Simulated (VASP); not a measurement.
## VASP inputs for SrO (strained database structure)

INCAR

```
NSW = 0
LASPH = .TRUE.
NELM = 120
SIGMA = 0.02
GGA = PE
ENCUT = 520
LREAL = .FALSE.
ISIF = 2
NBANDS = 24
EDIFF = 1E-7
ISMEAR = -1
IBRION = -1
LCHARG = .FALSE.
LWAVE = .FALSE.
PREC = Accurate
```

KPOINTS

```
KPOINTS created by Atomic Simulation Environment
0
Gamma
12 12 4
0 0 0
```

KPOINTS_OPT

```
special points
7
Reciprocal
0.0000000000 0.0000000000 0.0000000000 1
0.5000000000 0.0000000000 0.0000000000 1
0.3333333333 0.3333333333 0.0000000000 1
0.0000000000 0.0000000000 0.5000000000 1
0.5000000000 0.0000000000 0.5000000000 1
0.3333333333 0.3333333333 0.5000000000 1
0.0000000000 0.5000000000 0.0000000000 1
```

POSCAR

```
Sr O
 1.0000000000000000
     3.3452961791594586    0.0000000000000000    0.0000000000000000
    -1.6726480895797293    2.8971114743351096    0.0000000000000000
     0.0000000000000000    0.0000000000000000    5.8550873731999999
 Sr  O
   2   2
Cartesian
 -0.0000000000000001  1.9314076495567403  1.4637718433000002
  1.6726480895797298  0.9657038247783698  4.3913155299000008
  0.0000000000000000  0.0000000000000000  0.0000000000000000
  0.0000000000000000  0.0000000000000000  2.9275436866000004
```

VASP ran with the recommended PBE PAW datasets (32 valence electrons in the cell).

Q: Predict the results.

A: gap between bands v and c 3.04 eV; least direct gap 3.29 eV; pressure 26.1 GPa.

Band v is the last that the valence electrons fill when counted band by band, and c is the next. Levels in eV from the top of v:

| point | v−1 | v | c | c+1 |
| --- | --- | --- | --- | --- |
| Γ | -1.11 | 0.00 | 4.22 | 5.22 |
| M | -0.54 | -0.25 | 3.04 | 6.46 |
| K | -1.50 | -0.88 | 5.07 | 5.07 |
| A | -1.29 | -1.29 | 5.48 | 5.48 |
| L | -1.25 | -1.25 | 4.66 | 4.66 |
| H | -0.53 | -0.53 | 5.55 | 5.55 |
